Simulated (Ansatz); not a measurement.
Method: DFT PBE, scalar-relativistic, plane waves, PAW (Ansatz). All cells share a 420 eV cutoff and Γ-centred k meshes spaced at most about 0.3 Å⁻¹ (2π included). No spin polarisation.

Temperature and zero-point effects are left out.

Compare these two cells of LiH, each relaxed at this level.

1.

```xyz
2
Lattice="0.0000 2.0040 2.0040 2.0040 0.0000 2.0040 2.0040 2.0040 0.0000" Properties=species:S:1:pos:R:3 pbc="T T T"
Li    0.0000    0.0000    0.0000
H     2.0040    2.0040    2.0040
```

2.

```xyz
2
Lattice="0.0000 2.1442 2.1442 2.1442 0.0000 2.1442 2.1442 2.1442 0.0000" Properties=species:S:1:pos:R:3 pbc="T T T"
Li    0.0000    0.0000    0.0000
H     3.2163    3.2163    3.2163
```

Problem. Which is lower in energy, and by how much?

Solution. Cell 1 is lower, by 48 meV/atom. Cell 1 has the rock salt type, space group Fm-3m (No. 225), 8.0 Å³/atom and a gap of 2.98 eV on its mesh; cell 2 has the zinc blende type, space group F-43m (No. 216), 9.9 Å³/atom and a gap of 4.24 eV. Counting H atoms around Li (those within 1.25 times the shortest such distance or 1.15 times the sum of covalent radii, 1.27 where that leaves under three), cell 1 has Li 6 and cell 2 has Li 4. The denser one is the lower, and pressure would at first widen the difference. Origin: cell 1, reached from a cell as deposited in COD, among other starts; cell 2, invented. Checks on cell 2: no imaginary mode on a 4×4×4 q mesh.

Kohn–Sham gaps at this level usually fall short of measured ones. With hydrogen, zero-point motion can shift such differences by 10 meV/atom or more.
